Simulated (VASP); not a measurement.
Input of a VASP 6.6.1 run:

The input POSCAR:

```
H9ClO4
1.0
    5.7296700000      0.0000000000      0.0000000000
    0.0000000000      5.7296700000      0.0000000000
    0.0000000000      0.0000000000      5.7296700000
O H Cl
4 9 1
Direct
    0.6742476275      0.3161429441      0.1035670516
    0.7236164556      0.9148511927      0.8355468117
    0.5229756982     -0.0162154798      0.4040261868
   -0.0246275715      0.7566611911      0.3024867915
    0.7061670360      0.1866970970     -0.0046331939
    0.8255344380      0.3680749835      0.1570313463
    0.6346096367      0.7841773110      0.8928910195
    0.6505974694      0.9485706765      0.6846930759
    0.5547852411      0.1230643801      0.3089217064
    0.3594586014     -0.0516207997      0.3888212067
   -0.1851917012      0.8080482149      0.3236442058
    0.0010895417      0.7584857155      0.1357085631
    0.1082552123      0.6388104715      0.5722247580
    0.2206602147      0.5540758017      0.7517302706
```

The input INCAR.step1:

```
SYSTEM = H9ClO4
  PREC = Accurate
  ENCUT = 520
  ISMEAR = -1
  SIGMA = 0.05
  LREAL = .False.
  LASPH = .True.
  NELM = 100
  NBANDS = 33
  GGA = PE
  ALGO = Normal
  EDIFF = 1E-4
  LWAVE = .True.
  LCHARG = .False.
```

File INCAR.step2:

```
SYSTEM = H9ClO4
  PREC = Accurate
  ENCUT = 520
  EDIFF = 1E-6
  ISMEAR = -1
  SIGMA = 0.05
  LREAL = .False.
  LASPH = .True.
  NELM = 100
  ALGO = Normal
  ISIF = 2
  LWAVE = .False.
  LCHARG = .False.
  METAGGA = R2SCAN
  LMIXTAU = .True.
  IVDW = 12
  VDW_S6 = 1.0
  VDW_S8 = 0.78981345
  VDW_A1 = 0.49484001
  VDW_A2 = 5.73083694
  NBANDS = 33
  ISTART = 1
```

The input KPOINTS:

```
regular mesh
0
Gamma
  1 1 1
  0 0 0
```

Potentials or basis: VASP PAW PBE potentials, release 64 (O, H, Cl).

Run with:

```bash
$ cat potpaw_PBE.64/O/POTCAR potpaw_PBE.64/H/POTCAR potpaw_PBE.64/Cl/POTCAR > POTCAR
$ cp INCAR.step1 INCAR
$ mpirun -np 1 vasp_gam > vasp.out
$ cp INCAR.step2 INCAR
$ mpirun -np 1 vasp_gam > vasp.out
```

Q: Estimate the pressure.

A: -0.8 GPa.

Q: What does it give for the band gap on the k mesh?

A: 5.82 eV, direct.

Q: Estimate the largest force.

A: 0.199 eV/Å.

Q: Estimate the dispersion energy per atom.

A: -0.017 eV.

Forces on the atoms (eV/Å):
```
O    0.057 -0.095  0.062
O    0.082  0.085 -0.006
O    0.161 -0.057  0.086
O   -0.020 -0.066  0.026
H   -0.067 -0.062 -0.059
H   -0.033  0.113  0.034
H   -0.082 -0.154  0.096
H   -0.011  0.050 -0.098
H    0.057  0.155 -0.094
H   -0.126 -0.054  0.015
H   -0.097  0.078  0.100
H    0.073  0.004 -0.138
H    0.029 -0.036  0.049
Cl  -0.024  0.039 -0.073
```

Caveat: the PAW data sets were made with another functional, which shifts forces and pressure a little. r2SCAN opens gaps a little over a GGA but as a rule still falls short of measured ones.
